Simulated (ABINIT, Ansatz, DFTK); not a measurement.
**PBE against PBEsol over 13 crystals**

Computed band gap (eV) at each level. Gaps hold for the cell as given (a database cell, not always the measured one). They are the smaller of the mesh's gap and, where one was run, the band path's. Brackets give the space group and the cell's volume in Å³ per atom. Among the elements in a form other than the usual one at room conditions: C. Not every cell is the stable form of its formula. Spin polarisation and spin-orbit coupling are off unless named.

- PBE: ABINIT (JTH PAW PBE v2.0) for C, ZrS2, BP, CdSe, Si, PbSe, KTaO3, GaAs, BAs, PbTe; Ansatz (all-electron LAPW, scalar-relativistic) for SnO, AlN; DFTK (in-house norm-conserving set (PBE, scalar relativistic)) for SnO2; cutoffs 408 to 1252 eV for plane waves; k meshes of 80 to 1008 points
- PBEsol: ABINIT (JTH PAW PBE v2.0, made for PBE) for C, ZrS2, BP, CdSe, Si, PbSe, KTaO3, GaAs, BAs, PbTe; Ansatz (all-electron LAPW, scalar-relativistic) for SnO, AlN; DFTK (SG15 1.2 (PBE), made for PBE) for SnO2; cutoffs 408 to 952 eV for plane waves; k meshes of 80 to 1008 points

```csv
crystal,PBE,PBEsol
"SnO (P4/nmm, 4 atoms; 17.77)",0.14,0.12
"C (P6_3/mmc, 4 atoms; 5.67)",3.38,3.14
"ZrS2 (P-3m1, 3 atoms; 23.76)",1.03,?
AlN (F-43m; 10.42),3.32,3.19
BP (F-43m; 11.68),1.24,1.13
CdSe (F-43m; 28.94),0.54,?
Si (Fd-3m; 20.16),0.60,0.48
PbSe (Fm-3m; 28.67),0.28,0.20
KTaO3 (Pm-3m; 12.69),2.18,?
GaAs (F-43m; 22.59),0.51,0.44
BAs (F-43m; 13.63),1.18,1.08
PbTe (Fm-3m; 33.73),0.71,0.65
"SnO2 (P4_2/mnm, 6 atoms; 11.92)",1.28,1.15
```

**Question.** Estimate the PBEsol values left open from the trend in the other rows.

**Answer.** The rows shown shift by -0.11 eV in the median. The runs gave ZrS2 0.96; CdSe 0.42; KTaO3 2.09 eV. Over all rows, from the values as printed: PBEsol lies below PBE in 13 of 13 crystals, with a median shift of -0.10 eV (-0.24 eV for C to -0.02 eV for SnO); a straight line gives PBEsol ≈ 0.96 × PBE - 0.06 eV with a scatter of 0.03 eV. No column holds spin-orbit coupling, which bears on the band edges of CdSe, PbSe, KTaO3, GaAs, BAs, PbTe and lowers the gaps of lead salts by tenths of an eV. Columns can differ in potentials, cutoffs, meshes and task within a row, which adds scatter of its own. Where several set-ups ran one level, the entry is one near their median; a run lay far from it for GaAs, PbTe.
